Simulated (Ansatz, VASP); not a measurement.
**Two plane-wave programs on V**

INCAR

```
PREC = Accurate ; ENCUT = 520
EDIFF = 1E-6 ; ISMEAR = 0
SIGMA = 0.1 ; LREAL = False
LASPH = True ; NELM = 150
ALGO = Normal ; ISIF = 2
LWAVE = False ; LCHARG = False
ISPIN = 2 ; MAGMOM = 2
LORBIT = 11 ; LMAXMIX = 4
LDIPOL = True ; IDIPOL = 3
DIPOL = 0.5 0.5 0.500 ; GGA = PE
NBANDS = 16
```

Contents of KPOINTS:

```
regular mesh
0
Gamma
  8 8 1
```

Contents of POSCAR:

```
V
1.0
    2.4846060000      0.0000000000      0.0000000000
    0.0000000000      2.4846060000      0.0000000000
    0.0000000000      0.0000000000     14.0000000000
V
1
Direct
    0.5000000000      0.5000000000      0.5000000000
```

Input for Ansatz:

```yaml
crystal:
  lattice:
    - [2.484606, 0.0, 0.0]
    - [0.0, 2.484606, 0.0]
    - [0.0, 0.0, 14.0]
  atoms:
    - { symbol: V, position: [0.5, 0.5, 0.5], spin: 2.0 }
  periodic: [true, true, false]
basis:
  ecutwfc: 420
kpoints:
  mp_grid: { grid: [8, 8, 1] }
hamiltonian:
  xc: pbe
scf:
  occupations: { method: gaussian, width: 0.1 }
  lower_state_search: "off"
output:
  forces: true
  stress: true
  eigenvalues: true
  populations: true
magnetization:
  spin_polarized: true
```

Alike in both runs: task single point; functional PBE; k mesh 8 × 8 × 1; occupations gaussian, width 0.1 eV; collinear spin.

|  | VASP | Ansatz |
| --- | --- | --- |
| version | VASP 6.6.1 | Ansatz 0.2.0 |
| potentials or method | VASP PAW PBE potentials, release 64 (V_sv) | scalar-relativistic, plane waves, PAW |
| plane-wave cutoff (eV) | 520 | 420 |
| valence electrons in the cell | 13 | 13 |

```tsv
	VASP	Ansatz	Ansatz less VASP
gap on the k mesh at the Fermi level (eV)	none	none	-
net moment per atom (μB)	0.29	0.29	-0.002
size of the moment on the site where the two differ most (μB)	0.20	0.18	-0.020
```

Site moments also hang on the region over which each program counts them. A gap of «none» marks a metal or a gap that the smearing closes. The functional is the same, so the differences come from potentials, cutoffs and numerics. Ansatz warned: «slab_cell_height_set».
